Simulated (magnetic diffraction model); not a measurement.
**Magnetic neutron pattern of YCoN₂**

Space group Amm2 (no. 38), a = 3.5160 Å, b = 4.4410 Å, c = 5.8320 Å.

| site | atom | x | y | z |
| --- | --- | --- | --- | --- |
| 2a | Y | 0 | 1/2 | 0.5004 |
| 2b | Co | 1/2 | 1/2 | 0.1187 |
| 4e | N | 1/2 | 0.3487 | 0.7938 |

This is a made-up structure (elements placed in a structure type, unrelaxed), so the numbers test the method and describe no known phase.

Only Co is taken to order (form factors of Co3+); orders and moment sizes are assumed, and not adapted to the symmetry. Radiation: neutrons of λ = 4.2 Å, 3° to 100°; isotropic B of 0.2 Å² (Y), 0.21 Å² (Co) and 0.38 Å² (N). Simulated constant-wavelength pattern: nuclear and magnetic terms add, the magnetic one as |2.695 fm × Σ f S⊥ exp(2πi Q·r) exp(−B s²)|², summed over all Q at one angle with the factor 1/(sin²θ cos θ). For a modulated order the moment at position r is S exp(−2πi k·r) + c.c., with S = m/2 for a sine wave of amplitude m and S = m(u + iv)/2 for moments turning in a plane, u and v being orthogonal unit vectors in it; the phase factor of the sum at Q = H + k is then exp(2πi H·r). Free-ion form factors, Sears's scattering lengths of 1992, no absorption; a label names one of the reflections at its angle. The strongest nuclear line in the range is 100, and lines under 0.2 are left out.

Assume the order k = (1/5 0 0), a sine wave with moments along [010] (amplitudes given), 1.61 μB on Co.

Q: Where does magnetic intensity appear, and how strong is it?

```
2θ (°)      index  nuclear  magnetic
 13.72  (1/5 0 0)      0.0      52.7
 57.09  (4/5 0 0)      0.0       3.1
 72.93    (0 1 1)     96.2       0.0
 73.35    (1 0 0)    100.0       0.0
 74.64  (1/5 1 1)      0.0       2.9
 91.57  (6/5 0 0)      0.0       1.4
 92.14    (0 0 2)     50.8       0.0
 93.77  (1/5 0 2)      0.0       2.6
 99.39  (4/5 1 1)      0.0       3.0
```

The strongest magnetic line in the range is (1/5 0 0) at 13.72° (52.7). On top of the Lorentz factor, which all lines share, magnetic lines fade with angle because f falls: for Co3+ it is 0.93, 0.74, 0.53 and 0.20 at sin θ/λ = 0.1, 0.2, 0.3 and 0.5 Å⁻¹, while nuclear lengths stay constant. The order has no net moment.

[Logs are printed without paths, hosts, clocks, repeated set-up lines and the standing remarks that a program may print on its own settings, such as how far it seeks lower states.]
